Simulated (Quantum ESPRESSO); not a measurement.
# Pt under changes of volume

One of the cells (15.080 Å³/atom); the others are scaled copies at fixed shape and fractional positions:

```
Pt
1.0
     0.00000    1.96090    1.96090
     1.96090    0.00000    1.96090
     1.96090    1.96090    0.00000
Pt
1
Direct
  0.00000 0.00000 0.00000
```

- Program: Quantum ESPRESSO 7.5
- Functional: rev-vdW-DF2
- Potentials or basis: PseudoDojo 0.4.1 SR PBE standard
- Cutoff: 1143 eV
- Density cutoff: 4572 eV
- k mesh: 12 × 12 × 12
- Occupations: fermi-dirac, width 0.05 eV
- Spin: no spin polarisation

```tsv
volume (Å³/atom)	energy over the lowest point (meV/atom)	pressure (GPa)
14.175	94.68	27.1
14.477	51.35	19.1
14.778	22.19	12.0
15.080	5.56	5.8
15.381	0.00	0.3
15.683	?	?
15.985	17.02	-8.9
```

Q: What does the run at 15.683 Å³/atom give?

A: Energy over the lowest point 4.21 meV/atom; pressure -4.6 GPa.

Worked out: A Birch-Murnaghan fit of order 3 (a polynomial in V^(-2/3)) to the other rows has its minimum at 15.40 Å³/atom with B0 = V·E''(V) = 263 GPa and B' = 5.3. It gives 4.18 meV/atom at 15.683 Å³/atom, against the run's 4.21, and -dE/dV = -4.6 GPa, against -4.6.

Energies are extrapolated to zero smearing.

Caveats: the potentials were made for another functional, which shifts forces and pressure.
